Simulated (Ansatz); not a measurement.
Runs of Ansatz 0.2.0 on Te. It takes space group R-3m (No. 166, trigonal). Conventional cell: a = 4.612 Å, b = 4.612 Å, c = 5.073 Å, α = 90.00°, β = 90.00°, γ = 120.00°. Te (site symmetry -3m) has 6 Te at 3.15 Å as nearest neighbours. This isn't the form of Te at room conditions, which is trigonal, of chains.

```tsv
level	gap on the mesh (eV)	pressure (GPa)	relaxed volume (Å³/atom)
PBEsol	none	0.0	31.29
PBE+D3(BJ)	none	0.0	31.37
LDA	none	0.0	30.75
PBE	none	0.0	(a)
```

Alike in all rows: task relaxation of cell and atoms; potentials or basis Ansatz PAW; no spin polarisation; cell relaxed; k mesh 9 × 9 × 9; cutoff (eV) 420; smearing fermi-dirac 0.05 eV.

Question: Fill in the values left out.

Answer: (a) 32.88.

Caveats: the plane-wave basis is chosen anew once the cell has moved, so the energies of steps on either side of that aren't comparable; the PAW data sets come from PBE, with cores solved anew for the run's functional, which leaves a small shift of forces and pressure (some runs); pairwise dispersion overbinds metals, which lowers pressure and volume (some runs).

A k mesh can miss the band edges, and the runs leave out spin-orbit coupling on Te.

A gap of «none» marks a metal or a gap under the smearing width.
